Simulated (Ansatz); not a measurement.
Input and command of a calculation in Ansatz (plane waves; scalar-relativistic PAW potentials unless the input names others):

```yaml
crystal:
  lattice:
    - [0.0, 3.3694623632, 3.3694623632]
    - [3.3694623632, 0.0, 3.3694623632]
    - [3.3694623632, 3.3694623632, 0.0]
  atoms:
    - { symbol: Na, position: [0.0, 0.0, 0.0] }
    - { symbol: I, position: [0.5, 0.5, 0.5] }
  symmetry: { detect: false }
basis:
  ecutwfc: 420
  precision: f64
kpoints:
  mp_grid: { grid: [6, 6, 6] }
hamiltonian:
  xc: pbe
scf:
  occupations: { method: gaussian, width: 0.02 }
  eigensolver: { kind: davidson }
output:
  forces: true
  eigenvalues: true
  stress: true
```

```bash
ansatz run input.yaml --threads 1 --pin off --max-ram 2560MiB --backend cpu --events-out ev --progress --plain --runs-dir out
```

Abridged log:
```
Pseudopotentials: kind: paw
Pseudopotential: Na, paw, valence charge 9, recommended cutoff 420 eV (normal)
Pseudopotential: I, paw, valence charge 17, recommended cutoff 420 eV (normal)
Functional definition: PBE
Crystal: 2 atoms, lattice volume = 76.509 Å³
Basis set: ecut = 420 eV, 1459 PW (Γ), exchange–correlation on 64×64×64 points (8 copies of the dense FFT grid, shifted against one another)
Bands: 17, of which v1, the nominal top of the filled ones, is band 13 counted from 1 (12 counted from 0)
Symmetry: 1 space group operations
k-points: 112 of 216 (time reversal used)
Initial density: superposition of atomic densities (neutral atoms: chi_scale 0, normalization atom), corrected by the library's trained network
Initial wavefunctions: pseudopotential atomic-orbital guess
Functional: x = pbe(κ = 0.804, μ = 0.21951497), c = pbe(β = 0.06672455)
SCF iter   1: F=—  HF=-9001.857373 eV  |F-HF|=—  |Δ(HF+E_count)|=         —  Δρ=2.87e-4  dr2=9.62e-5  ethr=1.77e-3  ⟨swp⟩=9.4  Hψ=8285  notcnv=0
SCF iter   2: F=—  HF=-9001.857699 eV  |F-HF|=—  |Δ(HF+E_count)|=   3.26e-4  Δρ=9.11e-5  dr2=3.99e-6  ethr=1.53e-8  ⟨swp⟩=2.2  Hψ=10756  notcnv=0  defer=11
SCF iter   3: F=—  HF=-9001.857722 eV  |F-HF|=—  |Δ(HF+E_count)|=   2.31e-5  Δρ=3.88e-5  dr2=7.36e-7  ethr=1.53e-8  ⟨swp⟩=3.0  Hψ=3707  notcnv=0  defer=1
automatic band count: iteration 3 solves 16 bands in place of 17: the levels show a gap, and the empty bands left out lie too high to hold charge; the band table lists the bands solved (type scf.n_extra_bands for more)
SCF iter   4: F=-9001.857727 eV  HF=-9001.857727 eV  |F-HF|=1.05e-8  |Δ(HF+E_count)|=   5.29e-6  Δρ=4.82e-6  dr2=9.60e-9  ethr=2.83e-9  ⟨swp⟩=3.0  Hψ=3966  notcnv=0
SCF iter   5: F=-9001.857727 eV  HF=-9001.857727 eV  |F-HF|=3.56e-9  |Δ(HF+E_count)|=   1.29e-8  Δρ=1.24e-6  dr2=1.15e-9  ethr=3.69e-11  ⟨swp⟩=3.1  Hψ=4056  notcnv=0
SCF iter   6: F=-9001.857727 eV  HF=-9001.857727 eV  |F-HF|=5.46e-11  |Δ(HF+E_count)|=   4.13e-9  Δρ=2.72e-7  dr2=3.04e-11  ethr=4.44e-12  ⟨swp⟩=3.8  Hψ=4627  notcnv=0
SCF 1 converged in 6 iterations: F = -9001.857727 eV  dr2 = 3.04e-11
  Residual-converged pass: ⟨swp⟩=2.0  Hψ=2244  notcnv=0  max |occ|·‖R‖ = 6.6e-6 eV (tolerance 6.7e-6 eV) dr2=3.04e-11  dr2_onsite=2.27e-11  max |Δocc| = 0.0e0
SCF converged after 6 iterations
Free energy (F): -9001.857727 eV
Harris-Foulkes:  -9001.857727 eV  (|F-HF|=5.46e-11)
Internal energy: -9001.857727 eV  (E = F + TS)
E sigma→0 (E₀):  -9001.857727 eV
Fermi energy:    3.683804 eV
--- Forces (eV/Å), atoms counted from 1 ---
  atom   1  Na     0.00000020     0.00000031     0.00000004
  atom   2  I      0.00000157     0.00000106    -0.00000088
--- Stress (GPa, compression-positive) ---
       -1.148928       0.000000       0.000000
        0.000000      -1.148927       0.000000
        0.000000       0.000000      -1.148927
  P = ⅓ Tr σ = -1.1489 GPa (-11.489 kbar)
```

Apart from outputs and empty bands, the input differs from a reference run on usual settings in crystal.symmetry: not typed → {"detect": false}; scf.eigensolver.kind: not typed → "davidson"; basis.precision: not typed → "f64". The reference, at the same geometry (not necessarily relaxed), gave pressure -1.15 GPa, largest force 0.000 eV/Å, gap on the mesh 3.35 eV. This run converged in 6 SCF iterations (reference: 6) with an energy at zero smearing within 0.01 meV/atom of the reference's, pressure -1.15 GPa, largest force 0.000 eV/Å, gap on the mesh 3.35 eV.

It took 23 s on 1 thread of Arm Neoverse V1, with other jobs on the host, peak memory 0.37 GiB.